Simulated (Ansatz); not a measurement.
## Straining SnO

These are results of Ansatz, DFT PBEsol, scalar-relativistic, plane waves, PAW, not measurements. Run with 420 eV cutoff, 14×14×12 k-mesh, Gaussian smearing of 0.10 eV, no spin polarisation.

Starting point, cell and atoms relaxed:

```yaml
crystal:
  lattice:
    - [3.80529, 0.00000, 0.00000]
    - [0.00000, 3.80529, 0.00000]
    - [0.00000, 0.00000, 4.75343]
  atoms:
    - { symbol: Sn, position: [0.00000, 0.50000, 0.24240] }
    - { symbol: Sn, position: [0.50000, 0.00000, 0.75760] }
    - { symbol: O, position: [0.50000, 0.50000, 0.00000] }
    - { symbol: O, position: [0.00000, 0.00000, 0.00000] }
```

Deformation: shear that moves c along a by the strain times its height over the a-b plane, the cell held and the atoms relaxed, all within the symmetry that the strain leaves. Energies are extrapolated to zero smearing.

```
strain (%)  ΔE (meV/atom) a (Å) b (Å) c (Å)
      +0.0            0.0  3.805  3.805  4.753
      +2.0            0.6  3.805  3.805  4.754
      +4.0            2.5  3.805  3.805  4.757
      +6.0            5.6  3.805  3.805  4.762
      +8.0            9.8  3.805  3.805  4.769
     +12.0           21.8  3.805  3.805  4.788
```

Q: What stiffness (1/V) d²E/dε² at zero strain does a cubic fit over all points give?

A: A cubic fit gives (1/V) d²E/dε² = 29 GPa at zero strain (the shear constant for this plane and direction).